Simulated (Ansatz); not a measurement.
The system is CuI (Marshite).

```
I Cu
1.0
     0.00000    3.03150    3.03150
     3.03150    0.00000    3.03150
     3.03150    3.03150    0.00000
I Cu
1 1
Direct
  0.00000 0.00000 0.00000
  0.75000 0.75000 0.75000
```

- Program: Ansatz 0.2.0
- Task: relaxation of cell and atoms
- Functional: RPBE
- Dispersion: D4
- Potentials or basis: Ansatz PAW
- Cutoff: 420 eV (not typed: the program's choice for these potentials)
- k mesh: 8 × 8 × 8
- Occupations: fermi-dirac, width 0.05 eV
- Spin: no spin polarisation

At the start: volume 27.86 Å³/atom.

Q: How do energy, volume and symmetry change on relaxing?

A: It ends after 4 steps and the volume is 26.34 Å³/atom (-5.5 %); space group F-43m (No. 216, to 0.05 Å).

The path:
| step | energy change (eV) | largest force (eV/Å) | volume (Å³) |
| --- | --- | --- | --- |
| 1 | 0.0000 | 0.0000 | 55.72 |
| 2 | -0.0229 | 0.0000 | 52.88 |
| 3 | -0.0230 | 0.0000 | 52.67 |
| 4 | -0.0219 | 0.0000 | 52.67 |

Final structure:
```xyz
2
Lattice="0.0000 2.9752 2.9752 2.9752 0.0000 2.9752 2.9752 2.9752 0.0000" Properties=species:S:1:pos:R:3 pbc="T T T"
I     0.0000    0.0000    0.0000
Cu    4.4629    4.4629    4.4629
```

Caveat: the plane-wave basis is chosen anew once the cell has moved, so the energies of steps on either side of that aren't comparable; the PAW data sets come from PBE, with cores solved anew for the run's functional, which leaves a small shift of forces and pressure.
